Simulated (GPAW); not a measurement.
# SnSe in GPAW: band structure with r2SCAN

Aim: the band structure of SnSe with r2SCAN.

Program: GPAW 26.7.0. These are calculated values, not measurements. Logs are shortened: lines on timing, memory, paths and dates and some standing lists are left out, and cuts for length are marked. The log counts tension as positive stress, the text compression.

## 1. The structure

The cell holds a slab with vacuum, 4 atoms: a = 4.285 Å, b = 4.285 Å, c = 10.991 Å, α = 90.00°, β = 90.00°, γ = 90.00°.

## 2. Band structure, r2SCAN

run.py reads:

```python
from ase import Atoms
from ase.dft.bandgap import bandgap
from ase.io import write
from ase.units import GPa
from gpaw import GPAW, PW

atoms = Atoms(['Sn', 'Sn', 'Se', 'Se'],
              cell=[[4.2853274191, 0.0, 0.0],
                    [0.0, 4.2853274191, 0.0],
                    [0.0, 0.0, 10.99069213]],
              scaled_positions=[[0.0, 0.5, 0.62777089],
                                [0.5, 0.0, 0.37222911],
                                [0.0, 0.5, 0.38396051],
                                [0.5, 0.0, 0.61603949]],
              pbc=True)

calc = GPAW(mode=PW(600),
            xc='MGGA_X_R2SCAN+MGGA_C_R2SCAN',
            kpts={'size': (5, 5, 2), 'gamma': True},
            occupations={'name': 'fermi-dirac', 'width': 0.05},
            nbands=33,
            convergence={'density': 1e-05, 'energy': 1e-05},
            maxiter=150,
            txt='gpaw.txt')
atoms.calc = calc
energy = atoms.get_potential_energy()
forces = atoms.get_forces()
stress = atoms.get_stress()
calc.write('gs.gpw')
write('result.traj', atoms)
print(f'Energy: {energy:.6f} eV')
print('Forces (eV/A):')
print(forces.round(4))
print('Stress (GPa):', (stress / GPa).round(3))
print('Fermi level:', round(calc.get_fermi_level(), 4), 'eV')
print(f'Gap: {bandgap(calc)[0]:.4f} eV, direct: {bandgap(calc, direct=True)[0]:.4f} eV')

path = atoms.cell.bandpath('GXMGZRAZ,XR,MA', npoints=60, eps=1e-4)
bs_calc = calc.fixed_density(kpts=path, symmetry='off', nbands=63,
                             convergence={'bands': 'CBM+6.0', 'eigenstates': 1e-6}, txt='bands.txt')
bs = bs_calc.band_structure()
bs.write('bs.json')
print(f'Gap on the path: {bandgap(bs_calc)[0]:.4f} eV')
```

Potentials or basis: GPAW PAW data sets (gpaw-data 1.2.1), pw.

Command:

```sh
OMP_NUM_THREADS=1 python run.py
```

gpaw.txt:

```text
__  _  _
 | _ |_)|_||  |
 |__||  | ||/\| - 26.7.0

Input parameters:
  mode=PW(ecut=600.0),
  convergence={'density': 1e-05, 'energy': 1e-05},
  kpts=MonkhorstPack(size=(5, 5, 2), gamma=True),
  maxiter=150,
  nbands=33,
  occupations=Occupations(name='fermi-dirac', width=0.05),
  xc=XC(name='MGGA_X_R2SCAN+MGGA_C_R2SCAN')

Diagonalizing LCAO Hamiltonian
Converting LCAO to pw mode
    .----------.
   /|          |
  / |          |
 *  |          |
 |  |          |
 |  |          |
 |  |          |
 | Sn          |
 |  |  Se      |
 |  |          |
 | Se          |
 |  |          |
 |  |  Sn      |
 |  |          |
 |  .----------.
 | /          /
 |/          /
 *----------*

Atoms  # Å, Bohr magnetons
|   | symbol |        x |        y |        z |    initial magnetic moments |
|---|--------|----------|----------|----------|-----------------------------|
| 0 |     Sn | 0.000000 | 2.142664 | 6.899637 | ( 0.0000,  0.0000,  0.0000) |
| 1 |     Sn | 2.142664 | 0.000000 | 4.091056 | ( 0.0000,  0.0000,  0.0000) |
| 2 |     Se | 0.000000 | 2.142664 | 4.219992 | ( 0.0000,  0.0000,  0.0000) |
| 3 |     Se | 2.142664 | 0.000000 | 6.770700 | ( 0.0000,  0.0000,  0.0000) |

Unit cell  # Å
| periodic |        x |        y |         z |   lengths |    angles |
|----------|----------|----------|-----------|-----------|-----------|
|      yes | 4.285327 | 0.000000 |  0.000000 |  4.285327 | 90.000000 |
|      yes | 0.000000 | 4.285327 |  0.000000 |  4.285327 | 90.000000 |
|      yes | 0.000000 | 0.000000 | 10.990692 | 10.990692 | 90.000000 |

Number of symmetries: 8
Symmetry operations  # r_c * U_cc + t_c -> r_c
|   | kind |            matrix            |
|---|------|------------------------------|
| 0 |  E   |  1, 0, 0,  0, 1, 0,  0, 0, 1 |
| 1 |  σ   |  1, 0, 0,  0,-1, 0,  0, 0, 1 |
| 2 |  C2  |  0, 1, 0,  1, 0, 0,  0, 0,-1 |
| 3 |  S4  |  0, 1, 0, -1, 0, 0,  0, 0,-1 |
| 4 |  S4  |  0,-1, 0,  1, 0, 0,  0, 0,-1 |
| 5 |  C2  |  0,-1, 0, -1, 0, 0,  0, 0,-1 |
| 6 |  σ   | -1, 0, 0,  0, 1, 0,  0, 0, 1 |
| 7 |  C2  | -1, 0, 0,  0,-1, 0,  0, 0, 1 |

BZ-sampling:
  Number of BZ points: 50
  Number of IBZ points: 12

  Monkhorst-Pack size: [5, 5, 2]
  Monkhorst-Pack shift: [0.0, 0.0, 0.25]

K-points  # in reciprocal-cell coordinates
|     |                                coordinates |     weight |
|-----|--------------------------------------------|------------|
|   0 | (  0.00000000,   0.00000000,   0.00000000) | 0.02000000 |
|   1 | (  0.00000000,   0.00000000,   0.50000000) | 0.02000000 |
|   2 | (  0.20000000,   0.00000000,   0.00000000) | 0.08000000 |
|   3 | (  0.20000000,   0.00000000,   0.50000000) | 0.08000000 |
|   4 | (  0.20000000,   0.20000000,   0.00000000) | 0.08000000 |
|   5 | (  0.20000000,   0.20000000,   0.50000000) | 0.08000000 |
|   6 | (  0.40000000,   0.00000000,   0.00000000) | 0.08000000 |
|   7 | (  0.40000000,   0.00000000,   0.50000000) | 0.08000000 |
|   8 | (  0.40000000,   0.20000000,   0.00000000) | 0.16000000 |
|   9 | (  0.40000000,   0.20000000,   0.50000000) | 0.16000000 |
| ... |                                            |            |
|  11 | (  0.40000000,   0.40000000,   0.50000000) | 0.08000000 |

Plane wave coefficients: 6764
Cutoff: 600.0 eV

Spin-components: 1 (collinear spins)
Bands:           33
Projectors:      22
Spin-degeneracy: 2
Datatype:        complex128

Parallelization:
  kpt:    1
  domain: 1
  band:   1

Density:
  Valence electrons: 40.0
  Components: 1
  Grid points: [25 25 63]
  Charge: 0.0  # |e|

Potential:
  Grid points: [25 25 63]

species:
  Sn:
    name:    Tin
    Z:       50.0
    valence: 14
    core:    36
    charge:  0.0  # [|e|]
    compensation charges:
      type: gauss
      rc: 0.38  # [Å]
      lmax: 2
    cutoffs:
      filter: 2.23  # [Å]
      core: 2.35  # [Å]
    projectors
    | kind |    occ | energy [eV] | rcut [Å] |
    |------|--------|-------------|----------|
    |   5s |  2.000 |     -10.538 |    1.201 |
    |   5p |  2.000 |      -3.696 |    1.270 |
    |   4d | 10.000 |     -25.845 |    1.185 |
    |    s |        |      16.674 |    1.201 |
    |    p |        |      23.515 |    1.270 |
    |    d |        |       1.367 |    1.185 |

    Using partial waves for Sn as LCAO basis

  Se:
    name:    Selenium
    Z:       34.0
    valence: 6
    core:    28
    charge:  0.0  # [|e|]
    compensation charges:
      type: gauss
      rc: 0.27  # [Å]
      lmax: 2
    cutoffs:
      filter: 1.77  # [Å]
      core: 2.67  # [Å]
    projectors
    | kind |    occ | energy [eV] | rcut [Å] |
    |------|--------|-------------|----------|
    |   4s |  2.000 |     -17.277 |    0.847 |
    |   4p |  4.000 |      -6.512 |    1.005 |
    |    s |        |       9.935 |    0.847 |
    |    p |        |      20.699 |    1.005 |
    |    d |        |       0.000 |    0.847 |

    Using partial waves for Se as LCAO basis

Reference energy: -468228.450875  # eV

eigensolver:
  PPCG
  Converge bands: occupied
  niter=2

density mixing:
  MSR1-Mixer
  Pratt-step length: 0.05
  Maximum mixing coefficient: 0.75
  Old densities: 10
  SVD Regularization: 0.005
  Good broyden scale: 1.0
  Trust region scale: 1.0
  Backstep threshold: 4.0
  History deletion threshold: 6.0
  Fourier metric: weight=20.0, sigma=0.015

occupation numbers:
  Fermi-Dirac:
    width: 0.0500  # eV

poisson solver:
  ecut: 4800.0  # eV

xc functional:
  name: MGGA_X_R2SCAN+MGGA_C_R2SCAN with 2 nearest neighbor stencil

convergence criteria:
- Maximum integral of absolute [dens]ity change: 1e-05 electrons / valence electron
- Maximum [total energy] change in last 3 cyles: 1e-05 eV / valence electron
- Maximum integral of absolute [eigenst]ate change: 4e-08 eV^2 / valence electron
maximum number of iterations: 150

SCF iterations
|iter     | |      energy | eigst |  dens |
|---------|-|-------------|-------|-------|
|iter:   1| |  -69.879321 | -0.02 |       |
|iter:   2| |  -64.348961 | -1.12 | -1.26 |
|iter:   3| |  -64.669266 | -0.75 | -1.26 |
|iter:   4| |  -64.152232 | -1.18 | -1.10 |
|iter:   5| |  -64.145423 | -2.48 | -1.80 |
|iter:   6| |  -64.150744 | -2.98 | -2.03 |
|iter:   7| |  -64.151535 | -4.16 | -2.79 |
|iter:   8| |  -64.151577 | -5.19 | -3.41 |
|iter:   9| |  -64.151579c| -6.26 | -4.02 |
|iter:  10| |  -64.151580c| -7.08 | -4.38 |
|iter:  11| |  -64.151580c| -7.88c| -4.97 |
|iter:  12| |  -64.151580c| -8.37c| -5.73c|

Converged in 12 steps
Energy contributions relative to reference atoms: (reference = -468228.450875)

Energy contributions:
  Kinetic:          30.796276
  Coulomb:         -30.317400
  Zero:             -0.457220
  External:          0.000000
  Xc:              -64.173234
  Entropy:          -0.000003
  Spinorbit:         0.000000
  ----------------------------
  Free energy:     -64.151581
  Extrapolated:    -64.151580

dipole moment: (-30.202300, -30.202300, 0.000094)  # |e|*Ang

Fermi level: 1.549
Eigenvalues  # (at kpt = [0.000, 0.000, 0.000])
| band index |      eig [eV] | occ [0-2] |
|------------|---------------|-----------|
|          0 |       -21.091 |     2.000 |
|        ... |               |           |
|         12 |        -5.606 |     2.000 |
|         13 |        -4.195 |     2.000 |
|         14 |        -2.792 |     2.000 |
|         15 |        -2.464 |     2.000 |
|         16 |        -2.464 |     2.000 |
|         17 |        -1.103 |     2.000 |
[... 8 lines left out ...]
|         26 |         6.873 |     0.000 |
|         27 |         6.873 |     0.000 |
|        ... |               |           |
|         32 |         9.895 |     0.000 |

Gap: 1.178 eV
Transition (v -> c):
  (s=0, k=7, n=19, [0.40, 0.00, 0.50]) -> (s=0, k=7, n=20, [0.40, 0.00, 0.50])
No difference between direct/indirect transitions

Forces  # eV/Ang
|       x |       y |        z |
|---------|---------|----------|
| 0.00000 | 0.00000 |  0.01690 |  # Sn   0
| 0.00000 | 0.00000 | -0.01690 |  # Sn   1
| 0.00000 | 0.00000 |  0.02808 |  # Se   2
| 0.00000 | 0.00000 | -0.02808 |  # Se   3

Stress tensor  # eV/Ang^3
|         x |         y |        z |
|-----------|-----------|----------|
| -0.000319 |  0.000000 | 0.000000 |
|  0.000000 | -0.000319 | 0.000000 |
|  0.000000 |  0.000000 | 0.000312 |

# Writing to gs.gpw (mode='')
```

stdout:

```text
Energy: -64.151580 eV
Forces (eV/A):
[[ 0.      0.      0.0169]
 [ 0.      0.     -0.0169]
 [ 0.      0.      0.0281]
 [ 0.      0.     -0.0281]]
Stress (GPa): [-0.051 -0.051  0.05   0.     0.     0.   ]
Fermi level: 1.5494 eV
Gap: 1.1775 eV, direct: 1.1775 eV
Gap on the path: 1.2313 eV
```

bands.txt:

```text
Diagonalizing LCAO Hamiltonian
Converting LCAO to pw mode
convergence criteria:
- Maximum integral of absolute [eigenst]ate change: 1e-06 eV^2 / valence electron
maximum number of iterations: 150

SCF iterations
|iter     | |      energy | eigst |  dens |
|---------|-|-------------|-------|-------|
[... 67 lines left out ...]
         [0.04166667, 0.04166667, 0.5       ],
         [0.        , 0.        , 0.5       ],
         [0.        , 0.5       , 0.        ],
         [0.        , 0.5       , 0.25      ],
         [0.        , 0.5       , 0.5       ],
         [0.5       , 0.5       , 0.        ],
         [0.5       , 0.5       , 0.16666667],
         [0.5       , 0.5       , 0.33333333],
         [0.5       , 0.5       , 0.5       ]])),
  maxiter=150,
  nbands=63,
  occupations=Occupations(name='fermi-dirac', width=0.05),
  symmetry=Symmetry(point_group=False, time_reversal=False),
  xc=XC(name='MGGA_X_R2SCAN+MGGA_C_R2SCAN')
```

It took 15 min on 1 thread of Intel Xeon Platinum 8259CL at 2.50GHz (Skylake/Cascade Lake), shared host; peak memory 0.93 GiB.

What came out:

```yaml
Free_energy: -64.1516 eV
Largest_force: 0.028 eV/Å
Band_gap_on_the_k_mesh: 1.18 eV, direct
Band_gap_along_the_path: 1.23 eV, direct
```

Forces in eV/Å, atoms in the order of the input:
```
Sn   0.000  0.000  0.017
Sn   0.000  0.000 -0.017
Se   0.000  0.000  0.028
Se   0.000  0.000 -0.028
```

Levels at the corners of the path, in eV from the valence-band top:
| point | band 16 | band 17 | band 18 | band 19 | band 20 | band 21 | band 22 | band 23 | band 24 | band 25 |
| --- | --- | --- | --- | --- | --- | --- | --- | --- | --- | --- |
| Γ | -3.39 | -3.39 | -2.03 | -2.03 | -0.51 | 1.69 | 4.00 | 4.01 | 4.55 | 4.55 |
| X | -2.62 | -1.85 | -1.85 | -0.34 | -0.34 | 1.62 | 1.62 | 2.10 | 2.10 | 3.29 |
| M | -5.14 | -3.54 | -3.54 | -1.99 | -1.99 | 3.80 | 3.80 | 4.97 | 4.97 | 5.14 |
| Γ | -3.39 | -3.39 | -2.03 | -2.03 | -0.51 | 1.69 | 4.00 | 4.01 | 4.55 | 4.55 |
| Z | -3.39 | -3.39 | -2.03 | -2.03 | -0.51 | 1.56 | 4.01 | 4.55 | 4.55 | 4.92 |
| R | -2.62 | -1.85 | -1.85 | -0.35 | -0.35 | 1.62 | 1.62 | 2.10 | 2.10 | 3.22 |
| A | -5.14 | -3.54 | -3.54 | -1.98 | -1.98 | 3.77 | 3.77 | 5.03 | 5.03 | 5.11 |
| Z | -3.39 | -3.39 | -2.03 | -2.03 | -0.51 | 1.56 | 4.01 | 4.55 | 4.55 | 4.92 |
| X | -2.62 | -1.85 | -1.85 | -0.34 | -0.34 | 1.62 | 1.62 | 2.10 | 2.10 | 3.29 |
| R | -2.62 | -1.85 | -1.85 | -0.35 | -0.35 | 1.62 | 1.62 | 2.10 | 2.10 | 3.22 |
| M | -5.14 | -3.54 | -3.54 | -1.99 | -1.99 | 3.80 | 3.80 | 4.97 | 4.97 | 5.14 |
| A | -5.14 | -3.54 | -3.54 | -1.98 | -1.98 | 3.77 | 3.77 | 5.03 | 5.03 | 5.11 |

Caveat: the PAW data sets were made with another functional, which shifts forces and pressure a little; spin-orbit coupling is left out, which moves the levels of the heavy elements.
